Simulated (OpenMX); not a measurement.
Rh:

```
Rh
1.0
     0.00000    1.89785    1.89785
     1.89785    0.00000    1.89785
     1.89785    1.89785    0.00000
Rh
1
Direct
  0.00000 0.00000 0.00000
```

Base run:

| Property | Result |
| --- | --- |
| Program | OpenMX 3.8.5 |
| Functional | PBE |
| Potentials or basis | OpenMX 2013 PBE set, Rh7.0-s3p2d1, grid cutoff 400 Ry |
| k mesh | 13 × 13 × 13 |
| Occupations | fermi-dirac, width 0.05 eV |
| Spin | no spin polarisation |

Its results: pressure 16.5 GPa.

**Question.** The run is repeated on the same cell with these changes: potentials or basis from OpenMX 2013 PBE set, Rh7.0-s3p2d1, grid cutoff 400 Ry to OpenMX 2013 PBE set, Rh7.0-s3p2d2f1, grid cutoff 400 Ry. What comes out?

**Answer.** Pressure 10.1 GPa.

Caveats: the basis of atomic orbitals isn't converged, which shifts pressures, moduli and gaps; so large a pressure means that the cell lies far from this level's equilibrium, or that cutoff or potentials fall short (some runs).
